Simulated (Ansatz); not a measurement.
# Sr (Im-3m) in Ansatz: equation of state

Aim: energy against volume of Sr in PBE, for its equilibrium volume and stiffness.

All numbers are computed with Ansatz 0.2.0; they aren't measurements. Logs are shortened: lines on timing, memory, paths and dates and some standing lists are left out, and cuts for length are marked.

## Step 1: The structure

The structure is cubic, space group Im-3m (No. 229). The conventional cell has a = 4.870 Å, b = 4.870 Å, c = 4.870 Å, α = 90.00°, β = 90.00°, γ = 90.00°. Sr (site symmetry m-3m) is surrounded by 8 Sr at 4.22 Å.

This isn't the form of Sr at room conditions, which is fcc.

## Step 2: Single point, PBE, 54.29 Å³/atom (volume scaled by 0.94)

File input.yaml:

```yaml
crystal:
  lattice:
    - [-2.3852921747, 2.3852921747, 2.3852921747]
    - [2.3852921747, -2.3852921747, 2.3852921747]
    - [2.3852921747, 2.3852921747, -2.3852921747]
  atoms:
    - { symbol: Sr, position: [0.0, 0.0, 0.0] }
hamiltonian:
  xc: pbe
  pseudopotentials: { kind: paw }
kpoints:
  mp_grid: { grid: [8, 8, 8] }
scf:
  occupations: { method: fermi_dirac, width: 0.05 }
output:
  forces: true
  stress: true
  eigenvalues: true
  write_density: true
  write_potential: true
  elf: true
  volumetric_format: npy
```

Potentials or basis: Ansatz PAW.

Command:

```
$ ansatz run input.yaml --threads 1 --pin off --max-ram 2560MiB --backend cpu --events-out ev --progress --plain --runs-dir out
```

The log of the run:

```text
Warning: RAYON_NUM_THREADS=1 ignored (pool sized by the plan → 1); use --threads N
Engine: ansatz 0.2.0, x86_64-unknown-linux-gnu
Pseudopotentials: kind: paw
Pseudopotential: Sr, paw, valence charge 10, recommended cutoff 420 eV (normal), Sr.paw.azcp
Functional definition: PBE
  parameter kappa = 0.804
  parameter beta = 0.06672455060314922
  exchange = pbe_x(kappa = kappa, mu = beta*pi^2/3)
  correlation = pbe_c(beta = beta)
Crystal: 1 atoms, lattice volume = 54.286 Å³
Basis set: ecut = 420 eV, 1055 PW (Γ), exchange–correlation on 60×60×60 points (8 copies of the dense FFT grid, shifted against one another)
Bands: 9, of which v1, the nominal top of the filled ones, is band 5 counted from 1 (4 counted from 0)
Symmetry: 48 space group operations
Space group: Im-3m (ITA 229), of the structure as read, at distance tolerance 3.8e-5 Å
k-points: 29 of 512
Non-local potential: Sr, projectors of the file, l = 0: 3, l = 1: 2, l = 2: 2
PAW form: soft (Blöchl's): semilocal exchange-correlation on the pseudo side does not see the compensation charge
PAW one-centre angular grid: Sr, 110 points (default); XC on 64 Gauss nodes
Initial density: superposition of atomic densities (neutral atoms: chi_scale 0, normalization atom), corrected by the library's trained network
Initial wavefunctions: pseudopotential atomic-orbital guess
Functional: x = pbe(κ = 0.804, μ = 0.2195149727645171), c = pbe(β = 0.06672455060314922)
SCF iter   1: F=—  HF=-3544.220625 eV  |F-HF|=—  |Δ(HF+E_count)|=         —  Δρ=8.68e-4  dr2=2.75e-4  ethr=1.77e-3  ⟨swp⟩=7.2  Hψ=2309  notcnv=0
preconditioner: auto → Kerker (q_TF=auto, 2.058 Å⁻¹)  [metal: Δε(μ)=0.062 eV  Ē_g=3.522 eV  σ=0.050 eV  W_gap=0.30  n_scr=12 (ndim 8)  ℏωp=7.1 eV  f_vac=0.000  D(μ)=0.83/eV (n_scr^D=0)]
SCF iter   2: F=—  HF=-3544.221055 eV  |F-HF|=—  |Δ(HF+E_count)|=   4.30e-4  Δρ=4.35e-4  dr2=8.47e-5  ethr=2.75e-6  ⟨swp⟩=3.4  Hψ=781  notcnv=0
SCF iter   3: F=—  HF=-3544.221142 eV  |F-HF|=—  |Δ(HF+E_count)|=   8.67e-5  Δρ=1.23e-4  dr2=8.42e-6  ethr=8.47e-7  ⟨swp⟩=2.9  Hψ=377  notcnv=0
SCF iter   4: F=—  HF=-3544.221146 eV  |F-HF|=—  |Δ(HF+E_count)|=   4.54e-6  Δρ=3.57e-5  dr2=9.33e-7  ethr=8.42e-8  ⟨swp⟩=1.9  Hψ=290  notcnv=0
iter 5 did not close the SCF: its close was put off for the readings that it lacked (scf_convergence_deferred on its scf_iter line)
SCF iter   5: F=-3544.221147 eV  HF=-3544.221147 eV  |F-HF|=8.10e-9  |Δ(HF+E_count)|=   2.41e-7  Δρ=7.35e-6  dr2=2.46e-8  ethr=9.33e-9  ⟨swp⟩=1.9  Hψ=290  notcnv=0
SCF iter   6: F=-3544.221147 eV  HF=-3544.221147 eV  |F-HF|=3.63e-10  |Δ(HF+E_count)|=   1.00e-8  Δρ=1.21e-6  dr2=8.37e-10  ethr=2.46e-10  ⟨swp⟩=6.7  Hψ=1768  notcnv=0
SCF 1 converged in 6 iterations: F = -3544.221147 eV  dr2 = 8.37e-10
SCF converged after 6 iterations
Free energy (F): -3544.221147 eV
Harris-Foulkes:  -3544.221147 eV  (|F-HF|=3.63e-10)
Internal energy: -3544.213555 eV  (E = F + TS)
E sigma→0 (E₀):  -3544.217351 eV
Entropy (-TS):   -0.007591 eV (-7.591 meV/atom)
Fermi energy:    5.141252 eV
--- Per-component energies (eV) ---
  E_band       = -135.112891
  E_kinetic    = 241.555304
  E_local      = -767.220659  (includes V_loc(G=0)·N_el)
  E_nonlocal   = 202.796989
  E_hartree    = 193.887307
  E_xc         = -171.285765
  E_vxc        = -159.331646  (∫ρ·V_xc dr)
  E_paw        = -2694.709283  (= ΣΔE_a)
  E_vpaw       = -40.687858  (= ΣTr[D̂ρ^β])
  E_aug_tail   = -0.000001  (compensation charges beyond the density's cutoff)
  E_ewald      = -549.237448
  E_smearing   = -0.007591  (= −TS)
  E_closure    = 0.000000  (closes the sum)
  Σ components = -3544.221147   (vs F -3544.221147, Δ=0.00e0)
--- Forces (eV/Å), atoms counted from 1 ---
  atom   1  Sr     0.00000000    -0.00000000     0.00000000
  max |Σ_I F_I| component: 5.18e-31 eV/Å
--- Stress (GPa, compression-positive) ---
       -0.062880      -0.000000       0.000000
        0.000000      -0.062880      -0.000000
        0.000000       0.000000      -0.062880
  P = ⅓ Tr σ = -0.0629 GPa (-0.629 kbar)
--- Band table (eV; the first three rows and the last of 29) ---
  k-point 0: bands = ["-31.3942", "-13.2796", "-13.2796", "-13.2796", "1.5022", "7.5617", "7.5617", "7.5617", "8.9002"]
  k-point 1: bands = ["-31.3918", "-13.3110", "-13.2899", "-13.2796", "1.7689", "7.3339", "7.3578", "7.8203", "8.6339"]
  k-point 2: bands = ["-31.3860", "-13.3854", "-13.3144", "-13.2797", "2.5086", "6.6177", "6.8837", "8.5712", "8.6518"]
  k-point 28: bands = ["-31.3654", "-13.4283", "-13.4283", "-13.4283", "5.0155", "5.0155", "8.8029", "8.8029", "8.8029"]
```

It took 0.73 s on 1 thread of AMD EPYC 9R45 (Zen 5), shared host; peak memory 0.34 GiB.

What came out:

* Free energy: -3544.2211 eV
* Pressure: -0.1 GPa
* Band gap on the k mesh: none (metal or under the smearing width)

Caveat: the cell was measured hot, at 901 K.

## Step 3: Single point, PBE, 55.44 Å³/atom (volume scaled by 0.96)

File input.yaml:

```yaml
crystal:
  lattice:
    - [-2.4020905604, 2.4020905604, 2.4020905604]
    - [2.4020905604, -2.4020905604, 2.4020905604]
    - [2.4020905604, 2.4020905604, -2.4020905604]
  atoms:
    - { symbol: Sr, position: [0.0, 0.0, 0.0] }
hamiltonian:
  xc: pbe
  pseudopotentials: { kind: paw }
kpoints:
  mp_grid: { grid: [8, 8, 8] }
scf:
  occupations: { method: fermi_dirac, width: 0.05 }
output:
  forces: true
  stress: true
  eigenvalues: true
```

Potentials or basis: Ansatz PAW.

Command:

```
$ ansatz run input.yaml --threads 1 --pin off --max-ram 2560MiB --backend cpu --events-out ev --progress --plain --runs-dir out
```

The log of the run:

```text
Warning: RAYON_NUM_THREADS=1 ignored (pool sized by the plan → 1); use --threads N
[... 8 set-up lines as earlier in the session ...]
Crystal: 1 atoms, lattice volume = 55.441 Å³
Basis set: ecut = 420 eV, 1061 PW (Γ), exchange–correlation on 60×60×60 points (8 copies of the dense FFT grid, shifted against one another)
Bands: 9, of which v1, the nominal top of the filled ones, is band 5 counted from 1 (4 counted from 0)
[... 2 set-up lines as earlier in the session ...]
k-points: 29 of 512
[... 6 set-up lines as earlier in the session ...]
SCF iter   1: F=—  HF=-3544.219326 eV  |F-HF|=—  |Δ(HF+E_count)|=         —  Δρ=8.27e-4  dr2=2.37e-4  ethr=1.77e-3  ⟨swp⟩=7.3  Hψ=2305  notcnv=0
preconditioner: auto → Kerker (q_TF=auto, 2.051 Å⁻¹)  [metal: Δε(μ)=0.040 eV  Ē_g=3.484 eV  σ=0.050 eV  W_gap=0.19  n_scr=12 (ndim 8)  ℏωp=7.1 eV  f_vac=0.000  D(μ)=0.91/eV (n_scr^D=0)]
SCF iter   2: F=—  HF=-3544.219732 eV  |F-HF|=—  |Δ(HF+E_count)|=   4.06e-4  Δρ=4.04e-4  dr2=6.95e-5  ethr=2.37e-6  ⟨swp⟩=3.4  Hψ=782  notcnv=0
SCF iter   3: F=—  HF=-3544.219820 eV  |F-HF|=—  |Δ(HF+E_count)|=   8.88e-5  Δρ=1.17e-4  dr2=7.60e-6  ethr=6.95e-7  ⟨swp⟩=2.6  Hψ=348  notcnv=0
SCF iter   4: F=—  HF=-3544.219826 eV  |F-HF|=—  |Δ(HF+E_count)|=   5.30e-6  Δρ=3.50e-5  dr2=8.40e-7  ethr=7.60e-8  ⟨swp⟩=1.9  Hψ=291  notcnv=0
iter 5 did not close the SCF: its close was put off for the readings that it lacked (scf_convergence_deferred on its scf_iter line)
SCF iter   5: F=-3544.219826 eV  HF=-3544.219826 eV  |F-HF|=4.22e-9  |Δ(HF+E_count)|=   3.13e-7  Δρ=6.27e-6  dr2=2.35e-8  ethr=8.40e-9  ⟨swp⟩=1.9  Hψ=291  notcnv=0
SCF iter   6: F=-3544.219826 eV  HF=-3544.219826 eV  |F-HF|=1.75e-10  |Δ(HF+E_count)|=   5.81e-9  Δρ=1.03e-6  dr2=7.76e-10  ethr=2.35e-10  ⟨swp⟩=3.6  Hψ=1213  notcnv=0
SCF 1 converged in 6 iterations: F = -3544.219826 eV  dr2 = 7.76e-10
SCF converged after 6 iterations
Free energy (F): -3544.219826 eV
Harris-Foulkes:  -3544.219826 eV  (|F-HF|=1.75e-10)
Internal energy: -3544.211686 eV  (E = F + TS)
E sigma→0 (E₀):  -3544.215756 eV
Entropy (-TS):   -0.008140 eV (-8.140 meV/atom)
Fermi energy:    5.004578 eV
--- Per-component energies (eV) ---
  E_band       = -136.881389
  E_kinetic    = 241.364069
  E_local      = -772.990802  (includes V_loc(G=0)·N_el)
  E_nonlocal   = 202.783655
  E_hartree    = 195.930582
  E_xc         = -171.196355
  E_vxc        = -159.210495  (∫ρ·V_xc dr)
  E_paw        = -2694.706334  (= ΣΔE_a)
  E_vpaw       = -40.689575  (= ΣTr[D̂ρ^β])
  E_aug_tail   = -0.000001  (compensation charges beyond the density's cutoff)
  E_ewald      = -545.396501
  E_smearing   = -0.008140  (= −TS)
  E_closure    = 0.000000  (closes the sum)
  Σ components = -3544.219826   (vs F -3544.219826, Δ=0.00e0)
--- Forces (eV/Å), atoms counted from 1 ---
  atom   1  Sr     0.00000000    -0.00000000     0.00000000
  max |Σ_I F_I| component: 5.18e-31 eV/Å
--- Stress (GPa, compression-positive) ---
       -0.299454       0.000000       0.000000
        0.000000      -0.299454       0.000000
       -0.000000       0.000000      -0.299454
  P = ⅓ Tr σ = -0.2995 GPa (-2.995 kbar)
--- Band table (eV; the first three rows and the last of 29) ---
  k-point 0: bands = ["-31.5816", "-13.4708", "-13.4708", "-13.4708", "1.3886", "7.3904", "7.3904", "7.3904", "8.7042"]
  k-point 1: bands = ["-31.5794", "-13.4998", "-13.4803", "-13.4708", "1.6501", "7.1680", "7.1908", "7.6426", "8.4447"]
  k-point 2: bands = ["-31.5742", "-13.5688", "-13.5032", "-13.4708", "2.3772", "6.4620", "6.7275", "8.3756", "8.4590"]
  k-point 28: bands = ["-31.5555", "-13.6092", "-13.6092", "-13.6092", "4.8975", "4.8975", "8.5744", "8.5744", "8.5744"]
```

It took 0.53 s on 1 thread of AMD EPYC 9R45 (Zen 5), shared host; peak memory 0.34 GiB.

Results:

```yaml
Free_energy: -3544.2198 eV
Pressure: -0.3 GPa
Band_gap_on_the_k_mesh: none (metal or under the smearing width)
```

Caveat: the cell was measured hot, at 901 K.

## Step 4: Single point, PBE, 56.60 Å³/atom (volume scaled by 0.98)

Edit input.yaml of step 3 so:

```diff
@@ -2,5 +2,5 @@
   lattice:
-    - [-2.4020905604, 2.4020905604, 2.4020905604]
-    - [2.4020905604, -2.4020905604, 2.4020905604]
-    - [2.4020905604, 2.4020905604, -2.4020905604]
+    - [-2.4186572257, 2.4186572257, 2.4186572257]
+    - [2.4186572257, -2.4186572257, 2.4186572257]
+    - [2.4186572257, 2.4186572257, -2.4186572257]
   atoms:
```

Command:

```
$ ansatz run input.yaml --threads 1 --pin off --max-ram 2560MiB --backend cpu --events-out ev --progress --plain --runs-dir out
```

Wall time 0.53 s (1 thread of AMD EPYC 9R45 (Zen 5), shared host); peak memory 0.34 GiB.

It converged, with:

- Free energy: -3544.2169 eV
- Pressure: -0.5 GPa
- Band gap on the k mesh: none (metal or under the smearing width)

Caveat: the cell was measured hot, at 901 K.

## Step 5: Single point, PBE, 57.75 Å³/atom

Edit input.yaml of step 4 so:

```diff
@@ -2,5 +2,5 @@
   lattice:
-    - [-2.4186572257, 2.4186572257, 2.4186572257]
-    - [2.4186572257, -2.4186572257, 2.4186572257]
-    - [2.4186572257, 2.4186572257, -2.4186572257]
+    - [-2.435, 2.435, 2.435]
+    - [2.435, -2.435, 2.435]
+    - [2.435, 2.435, -2.435]
   atoms:
```

Command:

```
$ ansatz run input.yaml --threads 1 --pin off --max-ram 2560MiB --backend cpu --events-out ev --progress --plain --runs-dir out
```

Wall time 0.54 s (1 thread of AMD EPYC 9R45 (Zen 5), shared host); peak memory 0.31 GiB.

Results (log left out):

```yaml
Free_energy: -3544.2125 eV
Pressure: -0.7 GPa
Band_gap_on_the_k_mesh: none (metal or under the smearing width)
```

Caveat: the cell was measured hot, at 901 K.

## Step 6: Single point, PBE, 58.91 Å³/atom (volume scaled by 1.02)

Edit input.yaml of step 5 so:

```diff
@@ -2,5 +2,5 @@
   lattice:
-    - [-2.435, 2.435, 2.435]
-    - [2.435, -2.435, 2.435]
-    - [2.435, 2.435, -2.435]
+    - [-2.4511262978, 2.4511262978, 2.4511262978]
+    - [2.4511262978, -2.4511262978, 2.4511262978]
+    - [2.4511262978, 2.4511262978, -2.4511262978]
   atoms:
```

Potentials or basis: Ansatz PAW.

Command:

```
$ ansatz run input.yaml --threads 1 --pin off --max-ram 2560MiB --backend cpu --events-out ev --progress --plain --runs-dir out
```

Wall time 0.53 s (1 thread of AMD EPYC 9R45 (Zen 5), shared host); peak memory 0.34 GiB.

It converged, with:

| Property | Result |
| --- | --- |
| Free energy | -3544.2068 eV |
| Pressure | -0.9 GPa |
| Band gap on the k mesh | none (metal or under the smearing width) |

Caveat: the cell was measured hot, at 901 K.

## Step 7: Single point, PBE, 60.06 Å³/atom (volume scaled by 1.04)

Edit input.yaml of step 6 so:

```diff
@@ -2,5 +2,5 @@
   lattice:
-    - [-2.4511262978, 2.4511262978, 2.4511262978]
-    - [2.4511262978, -2.4511262978, 2.4511262978]
-    - [2.4511262978, 2.4511262978, -2.4511262978]
+    - [-2.4670431483, 2.4670431483, 2.4670431483]
+    - [2.4670431483, -2.4670431483, 2.4670431483]
+    - [2.4670431483, 2.4670431483, -2.4670431483]
   atoms:
```

Command:

```
$ ansatz run input.yaml --threads 1 --pin off --max-ram 2560MiB --backend cpu --events-out ev --progress --plain --runs-dir out
```

It took 0.56 s on 1 thread of AMD EPYC 9R45 (Zen 5), shared host; peak memory 0.34 GiB.

It converged, with:

| Property | Result |
| --- | --- |
| Free energy | -3544.2000 eV |
| Pressure | -1.0 GPa |
| Band gap on the k mesh | none (metal or under the smearing width) |

Caveat: the cell was measured hot, at 901 K.

## Step 8: Single point, PBE, 61.22 Å³/atom (volume scaled by 1.06)

Edit input.yaml of step 7 so:

```diff
@@ -2,5 +2,5 @@
   lattice:
-    - [-2.4670431483, 2.4670431483, 2.4670431483]
-    - [2.4670431483, -2.4670431483, 2.4670431483]
-    - [2.4670431483, 2.4670431483, -2.4670431483]
+    - [-2.4827572226, 2.4827572226, 2.4827572226]
+    - [2.4827572226, -2.4827572226, 2.4827572226]
+    - [2.4827572226, 2.4827572226, -2.4827572226]
   atoms:
```

Command:

```
$ ansatz run input.yaml --threads 1 --pin off --max-ram 2560MiB --backend cpu --events-out ev --progress --plain --runs-dir out
```

It took 0.56 s on 1 thread of AMD EPYC 9R45 (Zen 5), shared host; peak memory 0.35 GiB.

Results (log left out):

* Free energy: -3544.1921 eV
* Pressure: -1.2 GPa
* Band gap on the k mesh: none (metal or under the smearing width)

Caveat: the cell was measured hot, at 901 K.

## Step 9: Equation of state, PBE

Potentials or basis: Ansatz PAW.

No new run: the results of the series are fitted here.

Results:

```
Equilibrium volume : 54.00 Å³/atom (rough: see the caveat)
Bulk modulus       : 12.0 GPa (rough)
```

Energy against volume, from the lowest point:
```tsv
volume (Å³/atom)	energy (meV/atom)
54.286	0.00
55.441	1.32
56.596	4.26
57.751	8.64
58.906	14.31
60.061	21.13
61.216	29.00
```

Caveat: the minimum lies outside the volumes run; the cell was measured hot, at 901 K.
